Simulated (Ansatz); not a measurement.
## The polar optical mode of GaP at 9 GPa, worked through

Method: Ansatz, DFT PBEsol, scalar-relativistic, plane waves, PAW. Cutoff 420 eV, 10×10×10 k-points (Γ-centred), fixed occupations. No spin polarisation. Phonons by linear response, acoustic sum rule imposed.

The cell, relaxed at 9 GPa:
```cif
data_structure
_symmetry_space_group_name_H-M 'P 1'
_symmetry_Int_Tables_number 1
_cell_length_a 3.7353
_cell_length_b 3.7353
_cell_length_c 3.7353
_cell_angle_alpha 60.000
_cell_angle_beta 60.000
_cell_angle_gamma 60.000
_cell_volume 36.85
loop_
_atom_site_label
_atom_site_type_symbol
_atom_site_fract_x
_atom_site_fract_y
_atom_site_fract_z
_atom_site_occupancy
Ga1 Ga 0.00000 0.00000 0.00000 1
P1 P 0.75000 0.75000 0.75000 1
```

 The run warned that the force constants aren't converged on this k mesh, so the frequencies and all that is formed from them are rough.

Linear response gives ν_TO = 396.7 cm⁻¹, Born charges ±1.969 e (positive on Ga) and ε∞ = 10.149. The primitive cell holds 36.853 Å³, and the masses are 69.723 and 30.974 amu.

Question: Find ν_LO and the static dielectric constant.

Answer: The long-wave field adds a restoring force: ω_LO² − ω_TO² = Z*²e²/(ε_vac ε∞ μV). In these units ν_LO² − ν_TO² = 4.92064×10⁷ Z*²/(μ V ε∞) cm⁻², with μ = m₁m₂/(m₁ + m₂) = 21.446 amu: 23775 cm⁻². So ν_LO = √(396.7² + 23775) = 425.6 cm⁻¹, and the run gives 425.6. Lyddane–Sachs–Teller then gives ε0 = ε∞ (ν_LO/ν_TO)² = 11.68, against 11.68 in the run (it forms both from the same three quantities, so the match checks the arithmetic only). Between ν_TO and ν_LO the dielectric function is negative and an undamped crystal reflects fully: a reststrahlen band from 23.5 to 25.2 μm.

Question: What do the Clausius–Mossotti polarisability and the Szigeti charge come to?

Answer: With the Lorentz local field, α = (3V/4π)(ε∞ − 1)/(ε∞ + 2) = 6.63 Å³ for the pair, and e_S = 3Z*/(ε∞ + 2) = 0.49 e. The Born charge includes the electrons' response to the dipole's own local field, and e_S takes that enhancement out. The Lorentz field assumes point-like polarisable ions, a poor picture once ε∞ is this large, since the electron clouds then overlap or are shared, so both numbers are formal here.

Question: How strongly does a slow electron couple to the LO mode?

Answer: For one isotropic parabolic band, Fröhlich's constant is α_F = (1/ε∞ − 1/ε0) √(m* Ry/ħω_LO), with Ry = 13.606 eV, ħω_LO = 52.8 meV and m* in free-electron masses: α_F = 0.0129 × 16.06 × √m* = 0.21 √m*. The band mass isn't part of this run; for m* = 0.1, 0.3 and 1 it gives 0.07, 0.11, 0.21. In weak coupling the polaron lies α_F ħω_LO below the band edge (6 meV at m* = 0.3) with a mass m*(1 + α_F/6); past α_F of about 5 or 6 that expansion fails. A semilocal functional's ε∞ tends to be too large, which taken alone lowers α_F.

Cost: 1 run of about 1.5 core-minutes, on Arm Neoverse V1 (shared hosts).

GaP comes out as a weakly polar semiconductor whose screening is mostly electronic: the lattice raises the dielectric constant only from 10.149 to about 11.68. The bonds are largely covalent, built from sp³ hybrids with a modest electronegativity difference. The Born charge of 1.969 e is therefore no measure of static ionicity. Much of it is probably dynamic, as charge shifts along the bonds when the sublattices move against each other.

The lattice contribution stays small because stiff bonds limit the displacement in a static field, while the large electronic screening weakens the long-range field that separates the LO and TO modes. The atomic masses set the frequencies but cancel from the static ionic response, which depends on charge, volume and force constant.

The same small difference between electronic and static screening keeps the Fröhlich coupling weak for every band mass tried, a qualitative result that would probably survive moderate shifts in the frequencies. With only one pressure computed, whether compression makes the bond more or less polar remains open.
